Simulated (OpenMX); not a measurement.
NaCl under changes of volume

One of the cells (21.813 Å³/atom); the others are scaled copies at fixed shape and fractional positions:

```xyz
2
Lattice="0.0000 2.7941 2.7941 2.7941 0.0000 2.7941 2.7941 2.7941 0.0000" Properties=species:S:1:pos:R:3 pbc="T T T"
Cl    2.7941    2.7941    2.7941
Na    0.0000    0.0000    0.0000
```

The cell is a database's computed one.

* Program: OpenMX 3.8.5
* Functional: LDA
* Potentials or basis: OpenMX 2013 LDA set, Cl7.0-s2p2d1f1, Na9.0-s3p2d1, fixed grid of 42 × 42 × 42 points
* k mesh: 9 × 9 × 9
* Occupations: fermi-dirac, width 0.05 eV
* Spin: no spin polarisation

```tsv
volume (Å³/atom)	energy over the lowest point (meV/atom)	gap on the mesh (eV)
20.504	0.00	5.35
20.940	0.65	5.26
21.376	2.94	5.18
21.813	?	?
22.249	11.77	5.02
22.685	17.87	4.95
23.121	25.11	4.88
```

Problem. What does the run at 21.813 Å³/atom give?

Solution. Energy over the lowest point 6.73 meV/atom; gap on the mesh 5.10 eV.

Worked out: A Birch-Murnaghan fit of order 3 (a polynomial in V^(-2/3)) to the other rows has its minimum at 20.56 Å³/atom with B0 = V·E''(V) = 31 GPa and B' = 4.7. It gives 6.70 meV/atom at 21.813 Å³/atom, against the run's 6.73. A straight line through the other rows of the gap, of slope -3.91 eV per unit of ln V (its deformation potential), gives 5.10 eV, against the run's 5.10.

Energies are extrapolated to zero smearing.

Caveats: an odd mesh through Γ misses points on the zone boundary, where band edges often lie; the basis of atomic orbitals isn't converged, which shifts pressures, moduli and gaps.
